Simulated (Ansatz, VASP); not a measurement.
# SnO: VASP beside Ansatz

```xyz
2
Lattice="3.1034 0.0000 0.0000 0.0000 3.1034 0.0000 0.0000 0.0000 3.1034" Properties=species:S:1:pos:R:3 pbc="T T T"
Sn    0.0000    0.0000    0.0000
O     1.5517    1.5517    1.5517
```

Alike in both runs: task single point; functional PBE; k mesh 8 × 8 × 8; occupations fermi-dirac, width 0.02 eV; no spin polarisation.

|  | VASP | Ansatz |
| --- | --- | --- |
| version | VASP 6.6.1 | Ansatz 0.2.0 |
| potentials or method | VASP PAW PBE potentials, release 64 (Sn_d, O) | plane waves, PAW |
| plane-wave cutoff (eV) | 520 | 420 |
| valence electrons in the cell | 20 | 20 |

```csv
,VASP,Ansatz,Ansatz less VASP
pressure (GPa),2.9,3.0,+0.07
```
